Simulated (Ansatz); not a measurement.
Here is an Ansatz 0.2.0 calculation.

The input input.yaml:

```yaml
crystal:
  lattice:
    - [4.37464, 0.0, 0.0]
    - [-2.18732, 3.78855, 0.0]
    - [0.0, 0.0, 2.56101]
  atoms:
    - { symbol: Ti, position: [0.0, 0.0, 0.0] }
    - { symbol: Si, position: [0.33333, 0.66667, 0.5] }
    - { symbol: Si, position: [0.66667, 0.33333, 0.5] }
hamiltonian:
  xc: pbesol
  pseudopotentials: { kind: paw }
  hubbard: { sites: [{ species: Ti, l: d, u_eff: 1.0 }] }
kpoints:
  mp_grid: { grid: [7, 7, 10] }
  band_path:
    path:
      - [[0.0, 0.0, 0.0], [0.5, 0.0, 0.0], [0.3333333333, 0.3333333333, 0.0], [0.0, 0.0, 0.0], [0.0, 0.0, 0.5], [0.5, 0.0, 0.5], [0.3333333333, 0.3333333333, 0.5], [0.0, 0.0, 0.5]]
      - [[0.5, 0.0, 0.5], [0.5, 0.0, 0.0]]
      - [[0.3333333333, 0.3333333333, 0.0], [0.3333333333, 0.3333333333, 0.5]]
    npoints: 14
scf:
  occupations: { method: fermi_dirac, width: 0.05 }
  n_extra_bands: 7
output:
  forces: true
  stress: true
  eigenvalues: true
  fatbands: false
```

Potentials or basis: Ansatz PAW.

The run is started by

```sh
$ ansatz run input.yaml --threads 2 --pin off --max-ram 5632MiB --backend cpu --events-out ev --progress --plain --runs-dir out
```

Problem. Predict the band gap on the k mesh.

Solution. None (metal or under the smearing width).

Problem. Estimate the pressure.

Solution. -3.2 GPa.

Eigenvalues of the final occupation matrices:
```
  site  spin  trace               eigenvalues
site 1     1   1.55  0.27 0.27 0.30 0.30 0.42
```

Caveat: U without spin polarisation on a metal has little footing; the PAW data sets come from PBE, with cores solved anew for the run's functional, which leaves a small shift of forces and pressure; the U is typed as a test and isn't derived for this compound.
